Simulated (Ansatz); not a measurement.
# Pt (Im-3m) in Ansatz: convergence with smearing width

Aim: find how far smearing width must go before the results for Pt settle, at PBE. This setting moves, with any that are tied to it; all else stays.

Program: Ansatz 0.2.0. These are calculated values, not measurements. Logs are shortened: lines on timing, memory, paths and dates and some standing lists are left out, and cuts for length are marked.

## Step 1: The crystal as given

The structure is cubic, space group Im-3m (No. 229). The conventional cell has a = 3.168 Å, b = 3.168 Å, c = 3.168 Å, α = 90.00°, β = 90.00°, γ = 90.00°. Pt (site symmetry m-3m) has 8 Pt at 2.74 Å as nearest neighbours.

This isn't the form of Pt at room conditions, which is fcc.

## Step 2: With smearing width 0.3 eV

Input file input.yaml:

```yaml
crystal:
  lattice:
    - [-1.58422, 1.58422, 1.58422]
    - [1.58422, -1.58422, 1.58422]
    - [1.58422, 1.58422, -1.58422]
  atoms:
    - { symbol: Pt, position: [0.0, 0.0, 0.0] }
hamiltonian:
  xc: pbe
  pseudopotentials: { kind: paw_fr }
magnetization:
  noncollinear: true
  spin_orbit: true
kpoints:
  mp_grid: { grid: [10, 10, 10] }
scf:
  occupations: { method: gaussian, width: 0.3 }
output:
  forces: true
  stress: true
  eigenvalues: true
```

Potentials or basis: Ansatz PAW.

Command:

```
$ ansatz run input.yaml --threads 2 --pin off --max-ram 5632MiB --backend cpu --events-out ev --progress --plain --runs-dir out
```

Log:

```text
Warning: RAYON_NUM_THREADS=2 ignored (pool sized by the plan → 2); use --threads N
Engine: ansatz 0.2.0, x86_64-unknown-linux-gnu
Pseudopotentials: kind: paw_fr
Pseudopotential: Pt, paw_fr, valence charge 18, recommended cutoff 420 eV (normal), Pt.paw.azcp#standard-fr
Functional definition: PBE
  parameter kappa = 0.804
  parameter beta = 0.06672455060314922
  exchange = pbe_x(kappa = kappa, mu = beta*pi^2/3)
  correlation = pbe_c(beta = beta)
non-collinear run that drives no moment, with spin-orbit: no starting moment large enough to seed its density (crystal.atoms[].spin), no starting occupations that ask for one, no magnetisation constraint and no magnetic field, so the semilocal B_xc is pinned to zero
Crystal: 1 atoms, lattice volume = 15.904 Å³
Basis set: ecut = 420 eV, 321 PW (Γ), exchange–correlation on 40×40×40 points (8 copies of the dense FFT grid, shifted against one another)
Bands: 26, of which v1, the nominal top of the filled ones, is band 18 counted from 1 (17 counted from 0)
Symmetry: 48 space group operations + 48 with time reversal
Magnetic group: BNS 229.141 (UNI 1643), of the structure as read, at distance tolerance 2.5e-5 Å
k-points: 47 of 1000
Projection manifold: j_resolved (fully-relativistic pseudo-atomic orbitals)
Non-local potential: Pt, projectors of the file, l = 0: 3, l = 1: 4, l = 2: 4, l = 3: 2
PAW form: soft (Blöchl's): semilocal exchange-correlation on the pseudo side does not see the compensation charge
PAW one-centre angular grid: Pt, 590 points (default); XC on 64 Gauss nodes
Initial density: superposition of atomic densities (chi_scale 0.1, normalization cell)
Initial wavefunctions: pseudopotential atomic-orbital guess
Functional: x = pbe(κ = 0.804, μ = 0.2195149727645171), c = pbe(β = 0.06672455060314922)
SCF iter   1: F=—  HF=-12557.899613 eV  |F-HF|=—  |Δ(HF+E_count)|=         —  Δρ=8.82e-2  dr2=1.07e0  dr2_m=0.00e0 (ungated)  ethr=3.10e-3  |M|=0.00e0 ∫|m|=0.00e0 μB  |m|>n=0.0e0 m-floor=0.0e0 τ_xc=0.0e0  β_m=0.30  ⟨swp⟩=5.6  Hψ=2694  notcnv=0  defer=8
preconditioner: auto → none  [metal: Δε(μ)=0.042 eV  Ē_g=13.240 eV  σ=0.300 eV  W_gap=0.08  n_scr=0 (ndim 8)  ℏωp=29.4 eV  f_vac=0.000  D(μ)=0.85/eV (n_scr^D=12)]
SCF iter   2: F=—  HF=-12557.603228 eV  |F-HF|=—  |Δ(HF+E_count)|=   2.96e-1  Δρ=3.97e-2  dr2=1.41e-1  dr2_m=0.00e0 (ungated)  ethr=3.10e-3  |M|=0.00e0 ∫|m|=0.00e0 μB  |m|>n=0.0e0 m-floor=0.0e0 τ_xc=0.0e0  β_m=0.38  ⟨swp⟩=2.7  Hψ=1130  notcnv=0  defer=114
SCF iter   3: F=—  HF=-12557.567147 eV  |F-HF|=—  |Δ(HF+E_count)|=   3.61e-2  Δρ=1.55e-2  dr2=9.47e-3  dr2_m=0.00e0 (ungated)  ethr=7.85e-4  |M|=0.00e0 ∫|m|=0.00e0 μB  |m|>n=0.0e0 m-floor=0.0e0 τ_xc=0.0e0  β_m=0.61  ⟨swp⟩=2.1  Hψ=755  notcnv=0  defer=114
SCF iter   4: F=—  HF=-12557.565061 eV  |F-HF|=—  |Δ(HF+E_count)|=   2.09e-3  Δρ=1.25e-3  dr2=2.07e-4  dr2_m=0.00e0 (ungated)  ethr=5.26e-5  |M|=0.00e0 ∫|m|=0.00e0 μB  |m|>n=0.0e0 m-floor=0.0e0 τ_xc=0.0e0  β_m=0.76  ⟨swp⟩=2.0  Hψ=1038  notcnv=0  defer=114
SCF iter   5: F=—  HF=-12557.565012 eV  |F-HF|=—  |Δ(HF+E_count)|=   4.86e-5  Δρ=1.43e-4  dr2=8.58e-7  dr2_m=0.00e0 (ungated)  ethr=1.15e-6  |M|=0.00e0 ∫|m|=0.00e0 μB  |m|>n=0.0e0 m-floor=0.0e0 τ_xc=0.0e0  β_m=0.88  ⟨swp⟩=2.0  Hψ=787  notcnv=0  defer=114
SCF iter   6: F=—  HF=-12557.565007 eV  |F-HF|=—  |Δ(HF+E_count)|=   5.10e-6  Δρ=1.03e-5  dr2=1.26e-8  dr2_m=0.00e0 (ungated)  ethr=5.56e-10  |M|=0.00e0 ∫|m|=0.00e0 μB  |m|>n=0.0e0 m-floor=0.0e0 τ_xc=0.0e0  β_m=0.94  ⟨swp⟩=8.4  Hψ=2840  notcnv=0
SCF iter   7: F=-12557.565007 eV  HF=-12557.565007 eV  |F-HF|=3.64e-12  |Δ(HF+E_count)|=   3.44e-9  Δρ=6.79e-7  dr2=1.81e-11  dr2_m=0.00e0 (ungated)  ethr=7.01e-11  |M|=0.00e0 ∫|m|=0.00e0 μB  |m|>n=0.0e0 m-floor=0.0e0 τ_xc=0.0e0  ⟨swp⟩=2.0  Hψ=1724  notcnv=0
SCF 1 converged in 7 iterations: F = -12557.565007 eV  dr2 = 1.81e-11
SCF converged after 7 iterations
Magnetization: |M| = 0.0000 μB,  M = (+0.0000, +0.0000, +0.0000) μB
Absolute magnetization: 0.0000 μB (∫|m|)
  site 0: m = (+0.0000, +0.0000, +0.0000) μB, |m| = 0.0000 μB  (R = 1.13 Å)
Free energy (F): -12557.565007 eV
Harris-Foulkes:  -12557.565007 eV  (|F-HF|=3.64e-12)
Internal energy: -12557.520465 eV  (E = F + TS)
E sigma→0 (E₀):  -12557.542736 eV
Entropy (-TS):   -0.044542 eV (-44.542 meV/atom)
Fermi energy:    21.770420 eV
--- Per-component energies (eV) ---
  E_band       = -157.435423
  E_kinetic    = 636.697933
  E_local      = -1526.123732  (includes V_loc(G=0)·N_el)
  E_nonlocal   = 188.266607
  E_hartree    = 564.883013
  E_xc         = -261.549528
  E_vxc        = -302.569474  (∫ρ·V_xc dr)
  E_paw        = -9480.333851  (= ΣΔE_a)
  E_vpaw       = -283.472877  (= ΣTr[D̂ρ^β])
  E_aug_tail   = 0.000161  (compensation charges beyond the density's cutoff)
  E_ewald      = -2679.361068
  E_smearing   = -0.044542  (= −TS)
  E_closure    = 0.000000  (closes the sum)
  Σ components = -12557.565007   (vs F -12557.565007, Δ=0.00e0)
--- Forces (eV/Å), atoms counted from 1 ---
  atom   1  Pt    -0.00000000    -0.00000000    -0.00000000
  max |Σ_I F_I| component: 3.34e-32 eV/Å
--- Stress (GPa, compression-positive) ---
       -0.459680       0.000000       0.000000
       -0.000000      -0.459680      -0.000000
       -0.000000      -0.000000      -0.459680
  P = ⅓ Tr σ = -0.4597 GPa (-4.597 kbar)
--- Band table (eV; the first three rows and the last of 47) ---
  k-point 0: bands = ["-76.2582", "-76.2582", "-41.4922", "-41.4922", "-26.3942", "-26.3942", "-26.3942", "-26.3942", "12.1887", "12.1887", "17.7362", "17.7362", "17.7362", "17.7362", "18.7001", "18.7001", "20.8013", "20.8013", "20.8013", "20.8013", "38.6798", "38.6798", "38.6891", "38.6891", "38.6891", "38.6891"]
  k-point 1: bands = ["-76.2554", "-76.2554", "-41.5008", "-41.5008", "-26.4322", "-26.4322", "-26.4020", "-26.4020", "12.5874", "12.5874", "17.6787", "17.6787", "17.8368", "17.8368", "18.8090", "18.8090", "20.6130", "20.6130", "20.8276", "20.8276", "38.8052", "38.8052", "38.9166", "38.9166", "39.2669", "39.2669"]
  k-point 2: bands = ["-76.2482", "-76.2482", "-41.5236", "-41.5236", "-26.5306", "-26.5306", "-26.4222", "-26.4222", "13.6501", "13.6501", "17.4373", "17.4373", "17.8959", "17.8959", "19.4697", "19.4697", "20.3366", "20.3366", "20.9348", "20.9348", "37.5020", "37.5020", "38.4382", "38.4382", "40.8733", "40.8733"]
  k-point 46: bands = ["-76.2061", "-76.2061", "-41.6465", "-41.6465", "-26.7793", "-26.7793", "-26.7793", "-26.7793", "15.5368", "15.5368", "15.5368", "15.5368", "21.8382", "21.8382", "21.8382", "21.8382", "22.8661", "22.8661", "27.4439", "27.4439", "30.0358", "30.0358", "30.0358", "30.0358", "34.3424", "34.3424"]
```

It took 3.9 s on 2 threads of AMD EPYC (Zen 3), shared host; peak memory 0.34 GiB.

Results:

```
Free energy            : -12557.5650 eV
Pressure               : -0.5 GPa
Band gap on the k mesh : none (metal or under the smearing width)
```

## Step 3: With smearing width 0.2 eV

input.yaml: that of step 2 with these lines changed.

```diff
@@ -16,3 +16,3 @@
 scf:
-  occupations: { method: gaussian, width: 0.3 }
+  occupations: { method: gaussian, width: 0.2 }
 output:
```

Potentials or basis: Ansatz PAW.

Command:

```
$ ansatz run input.yaml --threads 2 --pin off --max-ram 5632MiB --backend cpu --events-out ev --progress --plain --runs-dir out
```

Wall time 3.6 s (2 threads of AMD EPYC (Zen 3), shared host); peak memory 0.34 GiB.

What came out:

```
Free energy            : -12557.5529 eV
Pressure               : -0.7 GPa
Band gap on the k mesh : none (metal or under the smearing width)
```

## Step 4: With smearing width 0.15 eV

input.yaml: that of step 3 with these lines changed.

```diff
@@ -16,3 +16,3 @@
 scf:
-  occupations: { method: gaussian, width: 0.2 }
+  occupations: { method: gaussian, width: 0.15 }
 output:
```

Command:

```
$ ansatz run input.yaml --threads 2 --pin off --max-ram 5632MiB --backend cpu --events-out ev --progress --plain --runs-dir out
```

Wall time 3.7 s (2 threads of AMD EPYC (Zen 3), shared host); peak memory 0.34 GiB.

Results:

```yaml
Free_energy: -12557.5486 eV
Pressure: -0.8 GPa
Band_gap_on_the_k_mesh: none (metal or under the smearing width)
```

## Step 5: With smearing width 0.1 eV

input.yaml: that of step 4 with these lines changed.

```diff
@@ -16,3 +16,3 @@
 scf:
-  occupations: { method: gaussian, width: 0.15 }
+  occupations: { method: gaussian, width: 0.1 }
 output:
```

Command:

```
$ ansatz run input.yaml --threads 2 --pin off --max-ram 5632MiB --backend cpu --events-out ev --progress --plain --runs-dir out
```

Run time: 3.5 s. Hardware: 2 threads of AMD EPYC (Zen 3), shared host; peak memory 0.34 GiB.

Results:

- Free energy: -12557.5452 eV
- Pressure: -0.9 GPa
- Band gap on the k mesh: none (metal or under the smearing width)

## Step 6: With smearing width 0.05 eV

input.yaml: that of step 5 with these lines changed.

```diff
@@ -16,3 +16,3 @@
 scf:
-  occupations: { method: gaussian, width: 0.1 }
+  occupations: { method: gaussian, width: 0.05 }
 output:
```

Potentials or basis: Ansatz PAW.

Command:

```
$ ansatz run input.yaml --threads 2 --pin off --max-ram 5632MiB --backend cpu --events-out ev --progress --plain --runs-dir out
```

Run time: 3.1 s. Hardware: 2 threads of AMD EPYC (Zen 3), shared host; peak memory 0.34 GiB.

It converged, with:

```
Free energy            : -12557.5430 eV
Pressure               : -1.0 GPa
Band gap on the k mesh : none (metal or under the smearing width)
```

## Step 7: With smearing width 0.025 eV

input.yaml: that of step 6 with these lines changed.

```diff
@@ -16,3 +16,3 @@
 scf:
-  occupations: { method: gaussian, width: 0.05 }
+  occupations: { method: gaussian, width: 0.025 }
 output:
```

Command:

```
$ ansatz run input.yaml --threads 2 --pin off --max-ram 5632MiB --backend cpu --events-out ev --progress --plain --runs-dir out
```

Run time: 3.6 s. Hardware: 2 threads of AMD EPYC (Zen 3), shared host; peak memory 0.34 GiB.

Results (log left out):

* Free energy: -12557.5424 eV
* Pressure: -1.1 GPa
* Band gap on the k mesh: none (metal or under the smearing width)

## Step 8: With smearing width 0.01 eV

input.yaml: that of step 7 with these lines changed.

```diff
@@ -16,3 +16,3 @@
 scf:
-  occupations: { method: gaussian, width: 0.025 }
+  occupations: { method: gaussian, width: 0.01 }
 output:
```

Command:

```
$ ansatz run input.yaml --threads 2 --pin off --max-ram 5632MiB --backend cpu --events-out ev --progress --plain --runs-dir out
```

Run time: 3.5 s. Hardware: 2 threads of AMD EPYC (Zen 3), shared host; peak memory 0.34 GiB.

The run converged. Its results:

```yaml
Free_energy: -12557.5422 eV
Pressure: -1.1 GPa
Band_gap_on_the_k_mesh: none (metal or under the smearing width)
```

## Step 9: With smearing width 0.005 eV

input.yaml: that of step 8 with these lines changed.

```diff
@@ -16,3 +16,3 @@
 scf:
-  occupations: { method: gaussian, width: 0.01 }
+  occupations: { method: gaussian, width: 0.005 }
 output:
```

Potentials or basis: Ansatz PAW.

Command:

```
$ ansatz run input.yaml --threads 2 --pin off --max-ram 5632MiB --backend cpu --events-out ev --progress --plain --runs-dir out
```

Wall time 3.5 s (2 threads of AMD EPYC (Zen 3), shared host); peak memory 0.34 GiB.

The run converged. Its results:

| Item | Value |
| --- | --- |
| Free energy | -12557.5422 eV |
| Pressure | -1.1 GPa |

## Step 10: Summary

```
smearing width  energy less the tightest run, at zero smearing (meV/atom)  pressure (GPa)  SCF cycles  CPU time (s)  peak memory (GiB)
        0.3 eV                                                      -0.56           -0.46           7           6.4               0.34
        0.2 eV                                                      -1.15           -0.73           7           5.9               0.34
       0.15 eV                                                      -0.66           -0.82           7           6.3               0.34
        0.1 eV                                                      -0.10           -0.91           7           6.1               0.34
       0.05 eV                                                      -0.08           -1.02           6           5.2               0.34
      0.025 eV                                                       0.05           -1.05           6           5.9               0.34
       0.01 eV                                                       0.01           -1.07           6           5.8               0.34
      0.005 eV                                                       0.00           -1.07           6           5.6               0.34
```

Against the tightest run, the energy stays within 1 meV/atom from 0.15 eV on; the pressure stays within 0.1 GPa from 0.05 eV on. Narrower smearing needs a denser k mesh, so at a fixed mesh the narrowest width isn't the most accurate. The tightest run that finished is the yardstick and may itself not be fully converged.
